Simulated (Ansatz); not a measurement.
# V: levels along high-symmetry lines

```
CELL_PARAMETERS angstrom
2.61252 0.00000 0.00000
-1.30626 2.26251 0.00000
0.00000 0.00000 4.68790
ATOMIC_POSITIONS crystal
V 0.33333 0.66667 0.25000
V 0.66667 0.33333 0.75000
```

Atom numbers follow the list: V1, V2.

The cell was built from the hcp type and relaxed in the same program, and has space group P6_3/mmc; it needn't be a known or the stable phase.

Method: Ansatz 0.2.0, DFT, PBE, all-electron LAPW, scalar-relativistic.

Numerical set-up: a Γ-centred 18×18×10 k mesh, Fermi–Dirac smearing of 0.08 eV, basis error target 1 meV/atom, spin-polarised from start moments V1 1.5, V2 1.5 μB (the moments died away, and the run ended non-magnetic).

Points in fractions of the reciprocal vectors of this cell: Γ (0, 0, 0), M (0.5, 0, 0), K (0.333, 0.333, 0), A (0, 0, 0.5), L (0.5, 0, 0.5), H (0.333, 0.333, 0.5). The path joins them by straight lines in the order Γ–M–K–Γ–A–L–H–A–L; legs that retrace an earlier one aren't tabulated. Energies are in eV from the Fermi level.

(1) Is there a gap?

(2) List the levels between -20 and 1 eV at the symmetry points.

Answers

(1) none: bands cross the Fermi level, a metal.

(2) 
Γ: -6.87, -3.44, -0.52, -0.16, 0.32 (×2), 0.65 (×2)
M: -2.94, -2.86, -2.70, -0.32, -0.24, 0.32, 0.57
K: -2.18, -1.52 (×2), -1.49, -0.41 (×2), 0.68
A: -5.08 (×2), -0.98 (×2), 0.35 (×4)
L: -3.26 (×2), -1.78 (×2)
H: -1.63 (×2), -1.59 (×2), -0.60 (×2), 0.98 (×2)
